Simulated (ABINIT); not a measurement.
The system is Rb.

```
CELL_PARAMETERS angstrom
0.00000 3.63988 3.63988
3.63988 0.00000 3.63988
3.63988 3.63988 0.00000
ATOMIC_POSITIONS crystal
Rb 0.00000 0.00000 0.00000
```

This isn't the form of Rb at room conditions, which is bcc.

```yaml
Program: ABINIT 10.8.3 (patched build)
Task: single point
Functional: PBE
Potentials_or_basis: JTH PAW PBE v2.0
Cutoff: 435 eV
k_mesh: 6 × 6 × 6
Occupations: fermi-dirac, width 0.05 eV
Spin: no spin polarisation
```

On this cell: pressure -0.1 GPa; band gap on the k mesh none (metal or under the smearing width).

The same run follows on a disturbed copy (cell strained at random at fixed volume):

```
Rb
1.0
    -0.03369    3.68041    3.61935
     3.59207   -0.01407    3.59973
     3.60347    3.67219   -0.02547
Rb
1
Direct
  0.00422 0.00482 0.99140
```

Question: What does the disturbed cell give?

Answer: The energy (extrapolated to zero smearing) moves by +0.1 meV/atom; pressure -0.1 GPa; band gap on the k mesh none (metal or under the smearing width).
